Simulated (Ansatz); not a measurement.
# Zinc-blende ZnTe

The numbers are results of Hartree–Fock (PAW; Ansatz, a quantum-chemistry and plane-wave program), not measurements.

Run with plane-wave cutoff 460 eV, 8×8×8 k mesh, Fermi–Dirac smearing 0.01 eV, scalar-relativistic PAW data made under PBE.

Cell: relaxed at this level.

| Item | Value |
|---|---|
| equilibrium volume per atom | 32.02 Å³/atom |
| bulk modulus | 43.5 GPa |
| lattice constant a | 6.351 Å |
| band gap | 7.64 eV (on the SCF k mesh) |
| pressure derivative B′ of the bulk modulus | 4.0 |

Measured, for comparison: band gap 2.43 eV (zero-point renormalisation of 40 meV (experimental, the table's column) added back here, direct; inputs from Miglio et al. (2020), arXiv:2011.12765); equilibrium volume per atom 28.42 Å³/atom (room temperature, no zero-point or thermal correction; as tabulated in Albrecht et al. (1997), arXiv:cond-mat/9706128); bulk modulus 51 ± 3 GPa (room temperature, no zero-point or thermal correction; as tabulated in Determination of phase transition pressures of ZnTe under quasihydrostatic …); lattice constant a 6.104 Å (room temperature, no zero-point or thermal correction, our sources range from 6.089 to 6.104; as tabulated in Albrecht et al. (1997), arXiv:cond-mat/9706128). Computed (rounded) less measured: equilibrium volume per atom +12.7 %, bulk modulus -15 %, lattice constant a +4.0 % (+4.0 % to +4.3 % over the range).

Note: the cell is over a tenth larger than the published one (another phase or state, or a fault of the published cell, is possible).

Spin–orbit coupling is not included; with these elements it can move the gap by several tenths of an eV or more.

The computed numbers hold no vibrational or temperature effects.
